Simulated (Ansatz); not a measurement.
Planning a run of Ansatz 0.2.0 on Be on the S site in BeS (32-atom cell). The input:

```yaml
crystal:
  lattice:
    - [-4.85, 4.85, -4.85]
    - [4.85, 4.85, 4.85]
    - [4.85, -4.85, -4.85]
  atoms:
    - { symbol: Be, position: [-0.0410937414, -0.0115199865, -0.0017671641] }
    - { symbol: Be, position: [0.2737740136, 0.5208776434, 0.2235076576] }
    - { symbol: Be, position: [0.508611583, 0.0081908832, 0.5089307963] }
    - { symbol: Be, position: [0.7540408956, 0.4945827055, 0.7503373425] }
    - { symbol: Be, position: [0.7249486222, 0.1981544804, 0.9981398425] }
    - { symbol: Be, position: [0.0035059362, 0.7437822927, 0.2489744913] }
    - { symbol: Be, position: [0.2477377568, 0.2477444821, 0.4907943577] }
    - { symbol: Be, position: [0.4847429088, 0.7336448091, 0.7342129945] }
    - { symbol: Be, position: [0.5167002257, 0.5000733948, -0.0007018872] }
    - { symbol: Be, position: [0.7491924107, -0.0020111352, 0.2631215854] }
    - { symbol: Be, position: [-0.0019835957, 0.4970349896, 0.4901374342] }
    - { symbol: Be, position: [0.2423652887, 0.0003532858, 0.7492036606] }
    - { symbol: Be, position: [0.2523976208, 0.7647602637, -0.0008087197] }
    - { symbol: Be, position: [0.4922922794, 0.2507155717, 0.2499474334] }
    - { symbol: Be, position: [0.7579870026, 0.7572891704, 0.508123152] }
    - { symbol: Be, position: [0.0440658255, 0.2912050933, 0.777647338] }
    - { symbol: Be, position: [-0.0048706626, 0.2717381298, 0.0148628875] }
    - { symbol: S, position: [0.262393926, 0.7670430948, 0.2518645967] }
    - { symbol: S, position: [0.5007352599, 0.2514728345, 0.5012667365] }
    - { symbol: S, position: [0.7382813309, 0.7372408217, 0.7449671582] }
    - { symbol: S, position: [0.7665888525, 0.4796591208, -0.000441467] }
    - { symbol: S, position: [-0.0077494171, -0.0090565917, 0.2526879083] }
    - { symbol: S, position: [0.2357073757, 0.4849384506, 0.4648675988] }
    - { symbol: S, position: [0.4817593552, -0.0166633814, 0.7415177362] }
    - { symbol: S, position: [0.5009465916, 0.7485034377, -0.0014548832] }
    - { symbol: S, position: [0.7385495604, 0.2404796197, 0.2560809873] }
    - { symbol: S, position: [9.33498e-05, 0.7493361734, 0.4985009613] }
    - { symbol: S, position: [0.2639846992, 0.2574799415, 0.7488305232] }
    - { symbol: S, position: [0.2324373107, 0.0121967772, -0.000622235] }
    - { symbol: S, position: [0.5180307685, 0.5096024195, 0.2512087185] }
    - { symbol: S, position: [0.7691987726, 0.0182544017, 0.5309103817] }
    - { symbol: S, position: [0.0093592448, 0.5120886902, 0.7482610758] }
kpoints:
  mp_grid: { grid: [2, 2, 2] }
hamiltonian:
  xc: lda
  pseudopotentials: { kind: paw, azcp: { folder: soft_1 }, xc_functional: pbe }
scf:
  occupations: { method: fixed }
gw:
  n_empty_bands: 543
  ecut_chi: 90.0
  qp_bands: [v5, c5]
  screening: { model: contour_deformation }
```

```sh
ansatz run input.yaml --threads 8 --pin off --max-ram 17510MiB --backend cpu --events-out ev --progress --plain --runs-dir out
```

Question: Estimate wall time and host memory on 8 threads of Arm Neoverse V2, shared host.

It took 4.6 min; on shared hardware allow 2.3 min to 9.1 min. Peak host memory was 7.9 GiB. The sizes that set the cost: 8853 plane waves a state, 8 irreducible k points, 605 bands summed, 935 plane waves in the screening and 8 SCF cycles.

The screening grows as filled bands × empty bands × pairs of k points, times the square of the screening basis for the matrix.

[Paths, hosts, dates, memory and timing lines, banners, echoed tables and standing remarks are left out of the program output.]

[Logs are printed without paths, hosts, clocks, repeated set-up lines and the standing remarks that a program may print on its own settings, such as how far it seeks lower states.]

[Runs of the session that timed out or met a known fault of the program may be left out.]

[Cells called generated may have been cut or substituted from an entry of the Crystallography Open Database or the Materials Project.]

[Hosts, paths, dates, database ids (printed as entryN), source tags and the programs' standing remarks are cut or masked in the printed files.]
